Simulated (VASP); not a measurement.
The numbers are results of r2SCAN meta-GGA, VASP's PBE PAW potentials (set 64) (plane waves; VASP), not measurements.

A VASP calculation is set up with these files.

File KPOINTS:
```
Automatic mesh
0
Gamma
6 6 6
0 0 0
```

File POSCAR:
```
CaF2
1.0
  0.0000000000   2.7129691334   2.7129691334
  2.7129691334   0.0000000000   2.7129691334
  2.7129691334   2.7129691334   0.0000000000
Ca F
1 2
direct
  1.0000000000   0.0000000000   0.0000000000
  0.2500000000   0.2500000000   0.2500000000
  0.7500000000   0.7500000000   0.7500000000
```

### INCAR
```
SYSTEM  =  CaF2
PREC  =  Accurate; ENCUT  =  530; LREAL  =  .False.
LASPH  =  .True.
EDIFF  =  1E-6; NELM  =  100; ALGO  =  Normal
LMIXTAU  =  .True.
ISMEAR  =  0; SIGMA  =  0.05
METAGGA  =  R2SCAN
IBRION  =  2; NSW  =  60; ISIF  =  3
EDIFFG  =  -0.02
LWAVE  =  .False.; LCHARG  =  .False.
```

POTCAR, in this order: Ca_sv F (PBE.64 set). Program: vasp_std.

The resulting files:

### OSZICAR
```
       N       E                     dE             d eps       ncg     rms          rms(c)
DAV:   1     0.225393762254E+03    0.22539E+03   -0.14216E+04   512   0.159E+03
DAV:   2    -0.231200013101E+02   -0.24851E+03   -0.24530E+03   640   0.412E+02
DAV:   3    -0.333335441487E+02   -0.10214E+02   -0.10204E+02   600   0.954E+01
DAV:   4    -0.337638768823E+02   -0.43033E+00   -0.43010E+00   880   0.140E+01
DAV:   5    -0.337665239261E+02   -0.26470E-02   -0.26470E-02   608   0.126E+00    0.702E+00
DAV:   6    -0.261693809021E+02    0.75971E+01   -0.36675E+00   696   0.192E+01    0.311E+00
DAV:   7    -0.264094117119E+02   -0.24003E+00   -0.24965E+00   512   0.161E+01    0.241E+00
DAV:   8    -0.258353969233E+02    0.57401E+00   -0.63078E-01   512   0.999E+00    0.125E+00
DAV:   9    -0.255281760983E+02    0.30722E+00   -0.61137E-01   576   0.727E+00    0.128E+00
DAV:  10    -0.259436261758E+02   -0.41545E+00   -0.64506E-01   576   0.755E+00    0.427E-01
DAV:  11    -0.259278482543E+02    0.15778E-01   -0.13614E-02   624   0.144E+00    0.376E-01
DAV:  12    -0.259453032510E+02   -0.17455E-01   -0.19091E-02   512   0.150E+00    0.490E-02
DAV:  13    -0.259460434596E+02   -0.74021E-03   -0.17963E-03   632   0.442E-01    0.381E-02
DAV:  14    -0.259460263170E+02    0.17143E-04   -0.48138E-05   752   0.581E-02    0.390E-02
DAV:  15    -0.259461451811E+02   -0.11886E-03   -0.12312E-04   528   0.147E-01    0.268E-02
DAV:  16    -0.259461394332E+02    0.57479E-05   -0.10584E-04   512   0.945E-02    0.218E-02
DAV:  17    -0.259461544834E+02   -0.15050E-04   -0.25233E-05   536   0.533E-02    0.197E-02
DAV:  18    -0.259461588844E+02   -0.44009E-05   -0.13819E-06   552   0.138E-02    0.194E-02
DAV:  19    -0.259461594636E+02   -0.57923E-06   -0.11908E-06   400   0.109E-02
   1 F= -.25946159E+02 E0= -.25946159E+02  d E =-.259462E+02
       N       E                     dE             d eps       ncg     rms          rms(c)
DAV:   1    -0.260010621687E+02   -0.54903E-01   -0.12928E+00   560   0.122E+01    0.172E+00
DAV:   2    -0.259519866641E+02    0.49076E-01   -0.20914E-01   520   0.393E+00    0.445E-01
DAV:   3    -0.259482111006E+02    0.37756E-02   -0.78215E-03   736   0.108E+00    0.181E-01
DAV:   4    -0.259464426175E+02    0.17685E-02   -0.59941E-03   768   0.885E-01    0.638E-02
DAV:   5    -0.259475035106E+02   -0.10609E-02   -0.25495E-04   624   0.176E-01    0.569E-02
DAV:   6    -0.259471246194E+02    0.37889E-03   -0.37782E-05   608   0.763E-02    0.458E-02
DAV:   7    -0.259483388600E+02   -0.12142E-02   -0.40345E-04   512   0.250E-01    0.770E-03
DAV:   8    -0.259484632270E+02   -0.12437E-03   -0.95429E-05   584   0.122E-01    0.370E-03
DAV:   9    -0.259484647683E+02   -0.15412E-05   -0.34675E-06   648   0.173E-02    0.282E-03
DAV:  10    -0.259484647751E+02   -0.67771E-08   -0.14632E-07   328   0.293E-03
   2 F= -.25948465E+02 E0= -.25948465E+02  d E =-.230531E-02
```

File OUTCAR:
```
------------------------ aborting loop because EDIFF is reached ----------------------------------------
  FORCE on cell =-STRESS in cart. coord.  units (eV):
  Direction    XX          YY          ZZ          XY          YZ          ZX
  --------------------------------------------------------------------------------------
  Total       -0.0240825     -0.0240825     -0.0240825     -0.0000000      0.0000000     -0.0000000
  in kB       -0.9511306     -0.9511306     -0.9511306     -0.0000000      0.0000000     -0.0000000
  external PRESSURE =      -0.9511306 kB  Pullay stress =       0.0000000 kB
  volume of cell :       40.57
      direct lattice vectors                 reciprocal lattice vectors
    -0.000000000  2.727180556  2.727180556    -0.183339529  0.183339529  0.183339529
     2.727180556  0.000000000  2.727180556     0.183339529 -0.183339529  0.183339529
     2.727180556  2.727180556  0.000000000     0.183339529  0.183339529 -0.183339529
 POSITION                                       TOTAL-FORCE (eV/Angst)
 -----------------------------------------------------------------------------------
      2.72718      5.45436      2.72718        -0.000000     -0.000000      0.000000
      1.36359      1.36359      1.36359        -0.000000     -0.000000     -0.000000
      4.09077      4.09077      4.09077         0.000000      0.000000      0.000000
 -----------------------------------------------------------------------------------
    total drift:                               -0.000000     -0.000000      0.000000
  FREE ENERGIE OF THE ION-ELECTRON SYSTEM (eV)
  ---------------------------------------------------
  free  energy   TOTEN  =       -25.9484647751 eV

  energy  without entropy=      -25.9484647750  energy(sigma->0) =      -25.94846478

 reached required accuracy - stopping structural energy minimisation
```
(Selected blocks of OUTCAR.)

### CONTCAR
```
CaF2
   1.00000000000000
    -0.0000000000000000    2.7271805564157852    2.7271805564157852
     2.7271805564157852    0.0000000000000000    2.7271805564157852
     2.7271805564157852    2.7271805564157852    0.0000000000000000
  Ca              F
     1     2
Direct
     1.0000000000000000    0.0000000000000000    1.0000000000000000
     0.2500000000000000    0.2500000000000000    0.2500000000000000
     0.7500000000000000    0.7500000000000000    0.7500000000000000
```

The compound is CaF2 in the fluorite structure. This run relaxes it. Symmetry was kept, so distortions that lower it aren't found. The start is the result of an earlier pass.
